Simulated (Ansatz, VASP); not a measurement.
**Two plane-wave programs on CdS (Greenockite)**

File INCAR:

```
SYSTEM = CdS
  ALGO = Normal
  EDIFF = 1E-7
  ENCUT = 520
  GGA = PS
  ISIF = 2
  ISMEAR = -1
  LASPH = .True.
  LCHARG = .False.
  LREAL = .False.
  LWAVE = .False.
  NBANDS = 26
  NELM = 100
  PREC = Accurate
  SIGMA = 0.05
```

The input KPOINTS:

```
k-points
0
Gamma
  7 7 4
  0 0 0
```

POSCAR

```
CdS
1.0
    4.1500000000      0.0000000000      0.0000000000
   -2.0750000000      3.5940054257      0.0000000000
    0.0000000000      0.0000000000      6.7370000000
Cd S
2 2
Direct
    0.6666666667      0.3333333333      0.5000000000
    0.3333333333      0.6666666667      0.0000000000
    0.6666666667      0.3333333333      0.8750000000
    0.3333333333      0.6666666667      0.3750000000
```

File input.yaml:

```yaml
crystal:
  lattice:
    - [4.15, 0.0, 0.0]
    - [-2.075, 3.5940054257, 0.0]
    - [0.0, 0.0, 6.737]
  atoms:
    - { symbol: Cd, position: [0.6666666667, 0.3333333333, 0.5] }
    - { symbol: Cd, position: [0.3333333333, 0.6666666667, 0.0] }
    - { symbol: S, position: [0.6666666667, 0.3333333333, 0.875] }
    - { symbol: S, position: [0.3333333333, 0.6666666667, 0.375] }
hamiltonian:
  xc: pbesol
  pseudopotentials: { kind: paw }
kpoints:
  mp_grid: { grid: [7, 7, 4] }
  band_path:
    path:
      - [[0.0, 0.0, 0.0], [0.5, 0.0, 0.0], [0.3333333333, 0.3333333333, 0.0], [0.0, 0.0, 0.0], [0.0, 0.0, 0.5], [0.5, 0.0, 0.5], [0.3333333333, 0.3333333333, 0.5], [0.0, 0.0, 0.5]]
      - [[0.5, 0.0, 0.5], [0.5, 0.0, 0.0]]
      - [[0.3333333333, 0.3333333333, 0.0], [0.3333333333, 0.3333333333, 0.5]]
    npoints: 14
scf:
  occupations: { method: fermi_dirac, width: 0.05 }
  n_extra_bands: 10
output:
  forces: true
  stress: true
  eigenvalues: true
  fatbands: true
```

Alike in both runs: functional PBEsol; k mesh 7 × 7 × 4; occupations fermi-dirac, width 0.05 eV; no spin polarisation.

|  | VASP | Ansatz |
| --- | --- | --- |
| version | VASP 6.6.1 | Ansatz 0.2.0 |
| potentials or method | VASP PAW PBE potentials, release 64 (Cd, S) | Ansatz PAW |
| plane-wave cutoff (eV) | 520 | 420 |
| valence electrons in the cell | 36 | 52 |
| task | single point | band structure |

```tsv
	VASP	Ansatz	Ansatz less VASP
gap on the k mesh at the Fermi level (eV)	1.06	1.06	-0.004
least direct gap on the mesh (eV)	1.06	1.06	-0.004
pressure (GPa)	-0.6	-1.0	-0.37
largest component of the traceless stress (GPa)	0.40	0.38	-0.015
rms of the force components (eV/Å)	0.039	0.038	-0.0008
```

Atom by atom the forces differ by 0.001 eV/Å (rms over components). The two sets of potentials don't hold the same shells in valence.

Caveats: the PAW data sets were made with another functional, which shifts forces and pressure a little (VASP); the PAW data sets come from PBE, with cores solved anew for the run's functional, which leaves a small shift of forces and pressure (Ansatz). Expect the measured gap to be larger: semilocal functionals such as PBEsol lack the derivative discontinuity.
